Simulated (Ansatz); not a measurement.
# ZnS: the cost of one run

Computed with Ansatz 0.2.0 (DFT PBEsol, scalar-relativistic, plane waves, PAW, unless a step's input says otherwise).

The COD entry's cell or inner coordinates are ideal or old and differ from later refinements, so a difference from it is no clean test against experiment.

1 further run of the same task is left out (set aside as unsound or not needed).

## (1) Starting point

Symmetry: F-43m, No. 216, cubic system. Conventional cell: a = 5.356 Å, b = 5.356 Å, c = 5.356 Å, α = 90.00°, β = 90.00°, γ = 90.00°. Zn (site symmetry -43m) is surrounded by 4 S at 2.32 Å. S (site symmetry -43m) is surrounded by 4 Zn at 2.32 Å.

Structure file:

```cif
data_structure
_symmetry_space_group_name_H-M 'F-43m'
_symmetry_Int_Tables_number 216
_cell_length_a 5.3555
_cell_length_b 5.3555
_cell_length_c 5.3555
_cell_angle_alpha 90.000
_cell_angle_beta 90.000
_cell_angle_gamma 90.000
_cell_volume 153.61
loop_
_atom_site_label
_atom_site_type_symbol
_atom_site_symmetry_multiplicity
_atom_site_Wyckoff_symbol
_atom_site_fract_x
_atom_site_fract_y
_atom_site_fract_z
_atom_site_occupancy
Zn1 Zn 4 d 0.25000 0.25000 0.75000 1
S1 S 4 a 0.00000 0.00000 0.00000 1
```

It is the result of an earlier relaxation at this level (volume 19.20 Å³/atom; gap on the mesh: 2.09 eV).

## (2) A stricter relaxation

Response runs need a geometry at rest under their own mesh and occupations; hence this stricter relaxation.

File input.yaml:

```yaml
crystal:
  lattice:
    - [0.0, 2.6777701672, 2.6777701672]
    - [2.6777701672, 0.0, 2.6777701672]
    - [2.6777701672, 2.6777701672, 0.0]
  atoms:
    - { symbol: Zn, position: [0.25, 0.25, 0.25] }
    - { symbol: S, position: [0.0, 0.0, 0.0] }
basis:
  ecutwfc: 420
kpoints:
  mp_grid: { grid: [12, 12, 12] }
hamiltonian:
  xc: pbesol
scf:
  occupations: { method: fixed }
output:
  forces: true
  stress: true
  eigenvalues: true
relax:
  adjacent_minimum: "off"
  f_tol: 0.001
  max_steps: 60
  cell: { stress_tol: 0.01 }
```

The run is started by

```
> ansatz run input.yaml --threads 2 --pin off --max-ram 5120MiB --backend cpu --events-out ev --progress --plain --runs-dir out
```

Q: Estimate wall time and peak memory on 2 threads of Intel Xeon at 2.50GHz (Skylake/Cascade Lake), shared host.

About 23 s, with a peak of 0.38 GiB.
